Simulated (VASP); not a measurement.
## Be: single point with LDA

Be:

```xyz
2
Lattice="2.2853 0.0000 0.0000 -1.1426 1.9791 0.0000 0.0000 0.0000 3.5842" Properties=species:S:1:pos:R:3 pbc="T T T"
Be    1.1427    0.6597    2.6882
Be    0.0000    1.3194    0.8961
```

- Program: VASP 6.6.1
- Task: single point
- Functional: LDA
- Potentials or basis: VASP PAW LDA potentials, release 64 (Be_sv)
- Cutoff: 520 eV
- k mesh: 13 × 13 × 8
- Occupations: gaussian, width 0.05 eV
- Spin: no spin polarisation

| Item | Value |
| --- | --- |
| Pressure | -7.8 GPa |
| Band gap on the k mesh | none (metal or under the smearing width) |

Stress tensor (GPa, compression positive):
```
-7.50  0.00  0.00
 0.00 -7.50  0.00
 0.00  0.00 -8.35
```

Levels at points of the mesh, in eV from the Fermi level:
```
           k point  band 3  band 4  band 5  band 6  band 7  band 8
(0.00, 0.00, 0.00)  -10.90   -4.16    1.36   15.50   15.50   18.31
(0.00, 0.00, 0.50)   -8.79   -8.79   10.74   10.74   17.10   17.10
```

Run time: 11 s on 1 thread of AMD EPYC 7R43 64-Core Processor (Zen 3) (shared host), peak memory 0.08 GiB.
